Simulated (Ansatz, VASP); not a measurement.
**Al: VASP beside Ansatz**

```
Al
1.0
    -1.63607    1.63607    1.50518
     1.63607   -1.63607    1.50518
     1.63607    1.63607   -1.50518
Al
1
Direct
  0.00000 0.00000 0.00000
```

Alike in both runs: task single point; functional PBEsol; k mesh 24 × 24 × 24; occupations gaussian, width 0.15 eV; no spin polarisation.

```csv
,VASP,Ansatz
version,VASP 6.6.1,Ansatz 0.2.0
potentials or method,"VASP PAW PBE potentials, release 64 (Al)","scalar-relativistic, plane waves, PAW"
plane-wave cutoff (eV),520,420
valence electrons in the cell,3,3
```

Ansatz gave:

| Quantity | Value |
| --- | --- |
| gap on the k mesh at the Fermi level (eV) | none |
| pressure (GPa) | 2.2 |
| largest component of the traceless stress (GPa) | 1.55 |

Question: Which values does VASP return?

Answer: gap on the k mesh at the Fermi level (eV): none; pressure (GPa): 2.3; largest component of the traceless stress (GPa): 1.56.

A gap of «none» marks a metal or a gap that the smearing closes. The functional is the same, so the differences come from potentials, cutoffs and numerics.

Caveats: the PAW data sets were made with another functional, which shifts forces and pressure a little (VASP).
